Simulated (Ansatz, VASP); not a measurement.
**One calculation of Pt, two programs**

INCAR

```
PREC     = Accurate       # precision mode
ENCUT    = 520            # plane-wave cutoff, eV
EDIFF    = 1E-6           # SCF threshold, eV
ISMEAR   = 0              # smearing method
SIGMA    = 0.15           # smearing width, eV
LREAL    = F              # projectors in reciprocal space
LASPH    = T              # aspherical terms in the spheres
NELM     = 60             # most SCF steps
ALGO     = Fast           # electronic algorithm
ISIF     = 2              # what is computed and relaxed
LWAVE    = F              # write WAVECAR
LCHARG   = T              # write CHGCAR
GGA      = PS             # functional
LELF     = T              # ELF
LVHAR    = T            
NBANDS   = 11             # bands
```

The input KPOINTS:

```
Automatic mesh
0
Gamma
  22 22 22
```

Contents of POSCAR:

```
Pt
1.0
   -1.5842200000      1.5842200000      1.5366934000
    1.5842200000     -1.5842200000      1.5366934000
    1.5842200000      1.5842200000     -1.5366934000
Pt
1
Direct
    0.0000000000      0.0000000000      0.0000000000
```

Input for Ansatz:

```yaml
crystal:
  lattice:
    - [-1.58422, 1.58422, 1.5366934]
    - [1.58422, -1.58422, 1.5366934]
    - [1.58422, 1.58422, -1.5366934]
  atoms:
    - { symbol: Pt, position: [0.0, 0.0, 0.0] }
basis:
  ecutwfc: 420
kpoints:
  mp_grid: { grid: [22, 22, 22] }
hamiltonian:
  xc: pbesol
scf:
  occupations: { method: gaussian, width: 0.15 }
output:
  forces: true
  stress: true
  eigenvalues: true
```

Change from the starting cell: strain -0.0300 x Voigt [0, 0, 1, 0, 0, 0], atoms carried along.

Alike in both runs: task single point; functional PBEsol; k mesh 22 × 22 × 22; occupations gaussian, width 0.15 eV; no spin polarisation.

|  | VASP | Ansatz |
| --- | --- | --- |
| version | VASP 6.6.1 | Ansatz 0.2.0 |
| potentials or method | VASP PAW PBE potentials, release 64 (Pt) | scalar-relativistic, plane waves, PAW |
| plane-wave cutoff (eV) | 520 | 420 |
| valence electrons in the cell | 10 | 18 |

VASP gave:

| Item | Value |
| --- | --- |
| gap on the k mesh at the Fermi level (eV) | none |
| pressure (GPa) | -4.2 |
| largest component of the traceless stress (GPa) | 2.26 |

Task: What did Ansatz give for the same quantities?

Result: gap on the k mesh at the Fermi level (eV): none; pressure (GPa): -3.8; largest component of the traceless stress (GPa): 2.26.

A gap of «none» marks a metal or a gap that the smearing closes. With one functional, cell and mesh, what is left measures potentials, basis and numerics. The two sets of potentials don't hold the same shells in valence.

Caveats: the PAW data sets were made with another functional, which shifts forces and pressure a little (VASP). Spin-orbit coupling is left out, which matters for the levels of Pt.
